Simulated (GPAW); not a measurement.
# Te2Mo: G0W0 on several meshes in GPAW

How does the mesh move the gap of Te2Mo?

Main program and level: GPAW 26.7.0; PBE and many-body steps on it, plane waves.

### Step 1. Starting point

The cell holds 3 atoms: 2 Te and 1 Mo. Cell: a = 3.518 Å, b = 3.518 Å, c = 14.600 Å, α = 90.0°, β = 90.0°, γ = 120.0°. It derives from Te2Mo. Vacuum lies along c.

Coordinates:

```xyz
3
Lattice="3.5182 0.0000 0.0000 -1.7591 3.0469 0.0000 0.0000 0.0000 14.6000" Properties=species:S:1:pos:R:3
Te    0.0000    2.0312    5.4974
Te    0.0000    2.0312    9.1026
Mo    1.7591    1.0156    7.3000
```

 Spin-orbit coupling is left out unless a step names it.

### Step 2. Empty states on the mesh, 12×12×1 mesh, 264 bands

This step: GPAW 26.7.0; DFT, PBE, plane waves, PAW.

The sums over transitions need many empty states on a uniform mesh; this step solves for them.

run.py

```python
import json
import numpy as np
from gpaw.mpi import world
from gpaw import GPAW

calc = GPAW('gs.gpw').fixed_density(kpts={'size': (12, 12, 1), 'gamma': True},
    parallel={'domain': 1, 'band': 1},
    txt='nscf.txt')
calc.diagonalize_full_hamiltonian(nbands=264)
calc.write('full.gpw', mode='all')
res = {}
kpts = calc.get_ibz_k_points()
res['kpts'] = kpts
res['eigenvalues'] = [calc.get_eigenvalues(kpt=k) for k in range(len(kpts))]
res['n_electrons'] = calc.get_number_of_electrons()

if world.rank == 0:
    with open('result.json', 'w') as f:
        json.dump(res, f, default=lambda x: x.tolist())
```

Command:

```console
$ mpirun -n 4 gpaw python run.py
```

Numbers of over 12 decimals in the logs are rounded to 6 here.

Output:

```text
Diagonalizing LCAO Hamiltonian
Converting LCAO to pw mode
convergence criteria:
- Maximum integral of absolute [eigenst]ate change: 4e-08 eV^2 / valence electron
maximum number of iterations: 100

SCF iterations
|iter     |     time |      energy | eigst |  dens |
|iter:   1|  |             | +0.44 |       |
|iter:   2|  |             | -0.95 |       |
|iter:   3|  |             | -1.78 |       |
[...]
|iter:  11|  |             | -6.62 |       |
|iter:  12|  |             | -7.30 |       |
|iter:  13|  |             | -7.81c|       |
SCF steps: 13
  __  _  _
 | _ |_)|_||  |
 |__||  | ||/\| - 26.7.0

Input parameters:
  mode=PW(ecut=450.000000),
  convergence={'density': 1e-06, 'bands': -3},
  gpts=array([18, 18, 72]),
  kpts=MonkhorstPack(size=(12, 12, 1), gamma=True),
  maxiter=100,
  nbands=20,
  occupations=Occupations(name='fermi-dirac', width=0.001, fixmagmom=False),
  parallel={'domain': 1, 'band': 1},
  xc=XC(name='PBE')
Matrix size: 3381x3381
# Writing to full.gpw (mode='all')
  [... matrices ...]

timing:  # [seconds]
  Total: 173.166  # ━━━━━━━━━━━━━━━━━━━━━━━━━━━━━━━━━━━━━━━━━━━━━━━━━━━━━━━━━
```

It took 3 min on 4 MPI ranks of Arm Neoverse V1, shared host; peak memory 4.5 GiB; 12 min of CPU time.

This step gave:

```
gap                                                           : 1.131 eV
k of the valence top                                          : 0.3333, 0.3333, 0
k of the conduction bottom                                    : 0.3333, 0.3333, 0
least direct gap                                              : 1.131 eV
k points computed                                             : 19
lowest point of the top converged band, above the valence top : 73.3734 eV
```

On this mesh the gap is 1.131 eV.

### Step 3. 12×12×1

G0W0 replaces the xc potential by the self-energy, built once from these orbitals. Only a window of levels is corrected, while the sums run over the empty bands that the input names.

This step: G0W0 on PBE, plane waves, PAW.

run.py

```python
import json
import numpy as np
from gpaw.mpi import world
from gpaw.response.g0w0 import G0W0

gw = G0W0('full.gpw',
    filename='gw',
    kpts=[0, 9],
    bands=(11, 15),
    ecut=48,
    nbands=118,
    truncation='2D',
    integrate_gamma='sphere',
    q0_correction=True,
    frequencies={'type': 'nonlinear', 'domega0': 0.15, 'omega2': 15.0},
    eta=0.1,
    nblocksmax=True)
gw.calculate()
res = {mode: {k: v for k, v in r.items() if k != 'sigma_eskwn'}
       for mode, r in gw.all_results.items()}

if world.rank == 0:
    with open('result.json', 'w') as f:
        json.dump(res, f, default=lambda x: x.tolist())
```

Command:

```console
$ mpirun -n 4 gpaw python run.py
```

Output:

```text
Using integrator: PointIntegrator
NonLinearFrequencyDescriptor(from 0.000 to 103.845 eV, 180 points)
Nonperiodic BCs:  [False False  True]
Using integrator: PointIntegrator
NonLinearFrequencyDescriptor(from 0.000 to 103.845 eV, 180 points)
Nonperiodic BCs:  [False False  True]
Applying analytical 2D correction to W:
    Evaluating Gamma point contribution to W on a 13x13x1 grid
  ___  _ _ _
 |   || | | |
 | | || | | |
 |__ ||_____|
 |___|

BZ k-points: Symmetries present (total): 12

  [... matrices ...]
144 k-points: 12 x 12 x 1 Monkhorst-Pack grid + [1/24,1/24,0.000000]
19 k-points in the irreducible part of the Brillouin zone
       k-points in crystal coordinates                weights
   0:    -0.00000000   -0.00000000    0.00000000          1/144
   1:     0.08333333   -0.00000000    0.00000000          6/144
   2:     0.16666667   -0.08333333    0.00000000          6/144
   3:     0.16666667   -0.00000000    0.00000000          6/144
   4:     0.25000000   -0.08333333    0.00000000         12/144
   5:     0.25000000   -0.00000000    0.00000000          6/144
   6:     0.33333333   -0.16666667    0.00000000          6/144
   7:     0.33333333   -0.08333333    0.00000000         12/144
   8:     0.33333333   -0.00000000    0.00000000          6/144
   9:     0.33333333    0.33333333    0.00000000          2/144
          ...
  18:     0.50000000    0.50000000    0.00000000          3/144

Distributing spins, k-points and bands (1 x 2 x 4) over 1 process
Number of blocks: 4

Quasi particle states:
k-points (IBZ indices): [0, 9]
Band range: (11, 15)
  [... matrices ...]
Computational parameters:
Plane wave cut-off: 48 eV
Number of bands: 118
Coulomb cutoff: 2D
Broadening: 0.1 eV

fxc modes: GW
Kernel: RPA
Using full-frequency real axis integration
Summing all q:

Calculating screened Coulomb potential
2D Coulomb truncation
NonLinearFrequencyDescriptor(from 0.000 to 103.845 eV, 180 points)
Removing empty qpoint cache files...

Calculating chi0 body with:
    Ground state adapter containing:
    Number of spins: 1
    Number of kpoints: 144
    Number of irreducible kpoints: 19
    Number of completely occupied states: 13
    Number of partially occupied states: 13
    Occupied states memory: 4.62744140625 M / cpu

    Linear response parametrization:
    q_c: [-2.0816681711721685e-17, -2.0816681711721685e-17, 0.0]
    Number of frequency points: 180
    Planewave cutoff: 48.0
    Number of bands: 118
    Number of planewaves: 95
    Broadening (eta): 0.1
    comm.size: 4
    kncomm.size: 1
    blockcomm.size: 4

    Memory estimate of potentially large arrays:
        chi0_wGG: 6.196976 M / cpu
Integrating chi0 body.

Symmetries of q_c:
    Direct symmetries (Uq -> q): 12
    Indirect symmetries (TUq -> q): 12
In total 24 allowed symmetries.

  [... matrices ...]
19 groups of equivalent kpoints. 86.805556% reduction.

Integral kind: spectral function
Integrating chi0 head and wings.

Symmetries of q_c:
    Direct symmetries (Uq -> q): 12
    Indirect symmetries (TUq -> q): 12
In total 24 allowed symmetries.

  [... matrices ...]
19 groups of equivalent kpoints. 86.805556% reduction.

Integral kind: spectral function wings

Calculating chi0 body with:
    Ground state adapter containing:
    Number of spins: 1
    Number of kpoints: 144
    Number of irreducible kpoints: 19
    Number of completely occupied states: 13
    Number of partially occupied states: 13
[... the further q-points ...]

Results:
f:      Occupation numbers
eps:     KS-eigenvalues [eV]
vxc:     KS vxc [eV]
exx:     Exact exchange [eV]
sigma:   Self-energies [eV]
dsigma:  Self-energy derivatives
Z:       Renormalization factors
qp:      QP-energies [eV]

k-point 0 (0): (-0.000, -0.000, 0.000)                GW
band       f     eps     vxc     exx   sigma  dsigma       Z      qp
                                                                   GW
  11   1.000   0.426 -18.822 -19.672   1.542  -0.406   0.711   0.918
  12   1.000   0.766 -16.952 -17.792   1.294  -0.421   0.704   1.085
  13   0.000   4.444 -16.804 -12.510  -2.991  -0.428   0.700   5.357
  14   0.000   4.444 -16.804 -12.510  -2.991  -0.428   0.700   5.357

k-point 1 (9): (0.333, 0.333, 0.000)                GW
band       f     eps     vxc     exx   sigma  dsigma       Z      qp
                                                                   GW
  11   1.000  -0.455 -16.173 -18.307   2.271  -0.448   0.691  -0.360
  12   1.000   1.274 -18.084 -18.176   0.781  -0.421   0.704   1.759
  13   0.000   2.406 -19.676 -15.432  -2.573  -0.414   0.707   3.587
  14   0.000   3.150 -17.187 -12.866  -2.885  -0.398   0.715   4.178
```

Elapsed: 6.5 min, on 4 MPI ranks; peak memory 2.5 GiB.

This step gave:

| Item | Value |
| --- | --- |
| G0W0 gap on the points computed | 1.828 eV |
| least direct G0W0 gap on the computed points | 1.828 eV |
| Z at the valence top | 0.7038 |
| Z at the conduction bottom | 0.7072 |
| starting gap on the mesh | 1.131 eV |
| k of the valence top | 0.3333, 0.3333, 0 |
| k of the conduction bottom | 0.3333, 0.3333, 0 |

The gap on the mesh goes from 1.13 eV to 1.83 eV, a correction of +0.70 eV.

### Step 4. Empty states on the mesh, 6×6×1 mesh, 128 bands

This step: DFT, PBE, plane waves, PAW.

run.py

```python
import json
import numpy as np
from gpaw.mpi import world
from gpaw import GPAW

calc = GPAW('gs.gpw').fixed_density(kpts={'size': (6, 6, 1), 'gamma': True},
    nbands=149,
    convergence={'bands': 128},
    update_fermi_level=True,
    txt='nscf.txt')
calc.write('full.gpw', mode='all')
res = {}
kpts = calc.get_ibz_k_points()
res['kpts'] = kpts
res['eigenvalues'] = [calc.get_eigenvalues(kpt=k) for k in range(len(kpts))]
res['n_electrons'] = calc.get_number_of_electrons()

if world.rank == 0:
    with open('result.json', 'w') as f:
        json.dump(res, f, default=lambda x: x.tolist())
```

Command:

```console
$ mpirun -n 4 gpaw python run.py
```

Output:

```text
Diagonalizing LCAO Hamiltonian
Converting LCAO to pw mode
convergence criteria:
- Maximum integral of absolute [eigenst]ate change: 4e-08 eV^2 / valence electron
maximum number of iterations: 100

SCF iterations
|iter     |     time |      energy | eigst |  dens |
|iter:   1|  |             | +4.07 |       |
|iter:   2|  |             | +2.82 |       |
|iter:   3|  |             | +1.70 |       |
[...]
|iter:  13|  |             | -6.66 |       |
|iter:  14|  |             | -7.00 |       |
|iter:  15|  |             | -7.54c|       |
SCF steps: 15
  __  _  _
 | _ |_)|_||  |
 |__||  | ||/\| - 26.7.0

Input parameters:
  mode=PW(ecut=450.000000),
  convergence={'bands': 128},
  gpts=array([18, 18, 72]),
  kpts=MonkhorstPack(size=(6, 6, 1), gamma=True),
  maxiter=100,
  nbands=149,
  occupations=Occupations(name='fermi-dirac', width=0.001, fixmagmom=False),
  parallel={},
  xc=XC(name='PBE')
# Writing to full.gpw (mode='all')
  [... matrices ...]

timing:  # [seconds]
  Total: 0.042  # ━━━━━━━━━━━━━━━━━━━━━━━━━━━━━━━━━━━━━━━━━━━━━━━━━━━━━━━━━━━
```

It took 36 s on 4 MPI ranks; peak memory 0.89 GiB.

Numbers from this step:

| Item | Value |
| --- | --- |
| gap | 1.131 eV |
| k of the valence top | 0.3333, 0.3333, 0 |
| k of the conduction bottom | 0.3333, 0.3333, 0 |
| least direct gap | 1.131 eV |
| k points computed | 7 |
| lowest point of the top converged band, above the valence top | 43.24 eV |

On this mesh the gap is 1.131 eV.

### Step 5. 6×6×1

This step: G0W0 on PBE, plane waves, PAW.

run.py

```python
import json
import numpy as np
from gpaw.mpi import world
from gpaw.response.g0w0 import G0W0

gw = G0W0('full.gpw',
    filename='gw',
    kpts=[0, 4],
    bands=(11, 15),
    ecut=48,
    nbands=118,
    truncation='2D',
    integrate_gamma='sphere',
    q0_correction=True,
    frequencies={'type': 'nonlinear', 'domega0': 0.15, 'omega2': 15.0},
    eta=0.1,
    nblocksmax=True)
gw.calculate()
res = {mode: {k: v for k, v in r.items() if k != 'sigma_eskwn'}
       for mode, r in gw.all_results.items()}

if world.rank == 0:
    with open('result.json', 'w') as f:
        json.dump(res, f, default=lambda x: x.tolist())
```

Command:

```console
$ mpirun -n 4 gpaw python run.py
```

Output:

```text
Using integrator: PointIntegrator
NonLinearFrequencyDescriptor(from 0.000 to 103.845 eV, 180 points)
Nonperiodic BCs:  [False False  True]
Using integrator: PointIntegrator
NonLinearFrequencyDescriptor(from 0.000 to 103.845 eV, 180 points)
Nonperiodic BCs:  [False False  True]
Applying analytical 2D correction to W:
    Evaluating Gamma point contribution to W on a 27x27x1 grid
  ___  _ _ _
 |   || | | |
 | | || | | |
 |__ ||_____|
 |___|

BZ k-points: Symmetries present (total): 12

  [... matrices ...]
36 k-points: 6 x 6 x 1 Monkhorst-Pack grid + [1/12,1/12,0.000000]
7 k-points in the irreducible part of the Brillouin zone
       k-points in crystal coordinates                weights
   0:     0.00000000    0.00000000    0.00000000          1/36
   1:     0.16666667    0.00000000    0.00000000          6/36
   2:     0.33333333   -0.16666667    0.00000000          6/36
   3:     0.33333333    0.00000000    0.00000000          6/36
   4:     0.33333333    0.33333333    0.00000000          2/36
   5:     0.50000000    0.33333333    0.00000000         12/36
   6:     0.50000000    0.50000000    0.00000000          3/36

Distributing spins, k-points and bands (1 x 2 x 4) over 1 process
Number of blocks: 4

Quasi particle states:
k-points (IBZ indices): [0, 4]
Band range: (11, 15)
  [... matrices ...]
Computational parameters:
Plane wave cut-off: 48 eV
Number of bands: 118
Coulomb cutoff: 2D
Broadening: 0.1 eV

fxc modes: GW
Kernel: RPA
Using full-frequency real axis integration
Summing all q:

Calculating screened Coulomb potential
2D Coulomb truncation
NonLinearFrequencyDescriptor(from 0.000 to 103.845 eV, 180 points)
Removing empty qpoint cache files...

Calculating chi0 body with:
    Ground state adapter containing:
    Number of spins: 1
    Number of kpoints: 36
[...]
q_c: [1.3877787807814457e-17, 1.3877787807814457e-17, 0.0]
    Number of frequency points: 180
    Planewave cutoff: 48.0
    Number of bands: 118
    Number of planewaves: 95
    Broadening (eta): 0.1
    comm.size: 4
    kncomm.size: 1
    blockcomm.size: 4

    Memory estimate of potentially large arrays:
        chi0_wGG: 6.196976 M / cpu
Integrating chi0 body.

Symmetries of q_c:
    Direct symmetries (Uq -> q): 12
    Indirect symmetries (TUq -> q): 12
In total 24 allowed symmetries.

  [... matrices ...]
7 groups of equivalent kpoints. 80.555556% reduction.

Integral kind: spectral function
Integrating chi0 head and wings.

Symmetries of q_c:
    Direct symmetries (Uq -> q): 12
    Indirect symmetries (TUq -> q): 12
In total 24 allowed symmetries.

  [... matrices ...]
7 groups of equivalent kpoints. 80.555556% reduction.

Integral kind: spectral function wings

Calculating chi0 body with:
    Ground state adapter containing:
    Number of spins: 1
    Number of kpoints: 36
    Number of irreducible kpoints: 7
    Number of completely occupied states: 13
    Number of partially occupied states: 13
[... the further q-points ...]

Results:
f:      Occupation numbers
eps:     KS-eigenvalues [eV]
vxc:     KS vxc [eV]
exx:     Exact exchange [eV]
sigma:   Self-energies [eV]
dsigma:  Self-energy derivatives
Z:       Renormalization factors
qp:      QP-energies [eV]

k-point 0 (0): (0.000, 0.000, 0.000)                GW
band       f     eps     vxc     exx   sigma  dsigma       Z      qp
                                                                   GW
  11   1.000   0.426 -18.822 -19.651   1.496  -0.410   0.709   0.899
  12   1.000   0.766 -16.952 -17.794   1.251  -0.418   0.705   1.054
  13   0.000   4.444 -16.804 -12.522  -2.956  -0.437   0.696   5.367
[...]
k-point 1 (4): (0.333, 0.333, 0.000)                GW
band       f     eps     vxc     exx   sigma  dsigma       Z      qp
                                                                   GW
[...]
13   0.000   2.406 -19.676 -15.378  -2.620  -0.432   0.699   3.578
  14   0.000   3.150 -17.187 -12.868  -2.853  -0.401   0.714   4.197
```

The job ended after 45 s (4 MPI ranks; peak memory 1.4 GiB).

Numbers from this step:

- G0W0 gap on the points computed: 1.837 eV
- least direct G0W0 gap on the computed points: 1.837 eV
- Z at the valence top: 0.7007
- Z at the conduction bottom: 0.6985
- starting gap on the mesh: 1.131 eV
- k of the valence top: 0.3333, 0.3333, 0
- k of the conduction bottom: 0.3333, 0.3333, 0

Against G0W0 in GPAW (12×12×1 mesh, 118 bands, screening to 48 eV, full frequency, Hilbert transform), the gap moves by +0.010 eV.

### Step 6. Side by side

Times are wall times on 4 MPI ranks of Arm Neoverse V1, shared host, good to a factor of about two.

| run | mesh | bands | screening cutoff (eV) | DFT gap (eV) | gap on the mesh (eV) | direct (eV) | time |
| --- | --- | --- | --- | --- | --- | --- | --- |
| 12×12×1 | 12×12×1 | 118 | 48 | 1.131 | 1.828 | 1.828 | 6.5 min |
| 6×6×1 | 6×6×1 | 118 | 48 | 1.131 | 1.837 | 1.837 | 45 s |

### Step 7. Summary of results

| Property | Result |
| --- | --- |
| 12×12×1 | 1.828 eV |
| 6×6×1 | 1.837 eV |
| known limits | not at the basis limit; no spin-orbit coupling |

In words: 6×6×1: +0.010 eV against 12×12×1. Bands and cutoff are finite, so the gap is not at the basis limit. The miss can reach some tenths of an eV and take either sign; the mesh is an error of its own. These stock PAW sets were not made for GW; the filled d or f shell of Te lies in the frozen core, which bears on start and correction. In the G0W0 runs levels were corrected at 2 k points alone, so a gap called «on the mesh» is the least over those, and an edge elsewhere would be missed. The many-body steps are scalar-relativistic: spin-orbit coupling is not in them.

[Paths, hosts, dates, memory and timing lines, banners, echoed tables and standing remarks are left out of the program output.]

[Logs are printed without paths, hosts, clocks, repeated set-up lines and the standing remarks that a program may print on its own settings, such as how far it seeks lower states.]

[Runs of the session that timed out or met a known fault of the program may be left out.]

[Hosts, paths, dates, database ids (printed as entryN), source tags and the programs' standing remarks are cut or masked in the printed files.]
